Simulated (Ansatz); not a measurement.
W: relaxation of cell and atoms with revPBE

Crystal: W.

```xyz
1
Lattice="-1.5823 1.5823 1.5823 1.5823 -1.5823 1.5823 1.5823 1.5823 -1.5823" Properties=species:S:1:pos:R:3 pbc="T T T"
W     0.0000    0.0000    0.0000
```

```yaml
Program: Ansatz 0.2.0
Task: relaxation of cell and atoms
Functional: revPBE
Potentials_or_basis: Ansatz PAW
Cutoff: "420 eV (not typed: the program's choice for these potentials)"
k_mesh: 12 × 12 × 12
Occupations: fermi-dirac, width 0.05 eV
Spin: no spin polarisation
```

| Item | Value |
| --- | --- |
| Relaxed volume | 16.29 Å³/atom |
| Relaxed cell | a = 2.766 Å, b = 2.766 Å, c = 2.766 Å, α = 109.47°, β = 109.47°, γ = 109.47° |
| Space group after relaxing (to 0.05 Å) | Im-3m (No. 229) |
| Energy gained by relaxing | 11.7 meV/atom |
| Ionic steps | 4 |
| Pressure after relaxing | 0.0 GPa |
| Band gap on the k mesh | none (metal or under the smearing width) |

The path:
```tsv
step	energy change (eV)	largest force (eV/Å)	volume (Å³)
1	0.0000	0.0000	15.85
2	-0.0112	0.0000	16.34
3	-0.0114	0.0000	16.29
4	-0.0117	0.0000	16.29
```

Final structure:
```cif
data_structure
_symmetry_space_group_name_H-M 'P 1'
_symmetry_Int_Tables_number 1
_cell_length_a 2.7662
_cell_length_b 2.7662
_cell_length_c 2.7662
_cell_angle_alpha 109.471
_cell_angle_beta 109.471
_cell_angle_gamma 109.471
_cell_volume 16.29
loop_
_atom_site_label
_atom_site_type_symbol
_atom_site_fract_x
_atom_site_fract_y
_atom_site_fract_z
_atom_site_occupancy
W1 W 0.00000 0.00000 0.00000 1
```

Levels at points of the mesh, in eV from the Fermi level:
```
              k point  band 3  band 4  band 5  band 6  band 7  band 8  band 9  band 10  band 11
   (0.00, 0.00, 0.00)  -37.70  -37.70   -9.37   -1.08   -1.08   -1.08    2.31     2.31    14.54
  (0.00, 0.00, -0.50)  -38.08  -37.70   -5.99   -3.34    0.68    2.18    3.14     6.01    10.76
(-0.50, -0.50, -0.50)  -38.53  -38.53   -5.51   -5.51    5.07    5.07    5.07     8.12     8.12
```

Wall time 2.5 s on 2 threads of Arm Neoverse V2, with other jobs on the host, peak memory 0.28 GiB.

Caveat: the plane-wave basis is chosen anew once the cell has moved, so the energies of steps on either side of that aren't comparable; the PAW data sets come from PBE, with cores solved anew for the run's functional, which leaves a small shift of forces and pressure. Zero-point motion and thermal expansion aren't in these numbers.
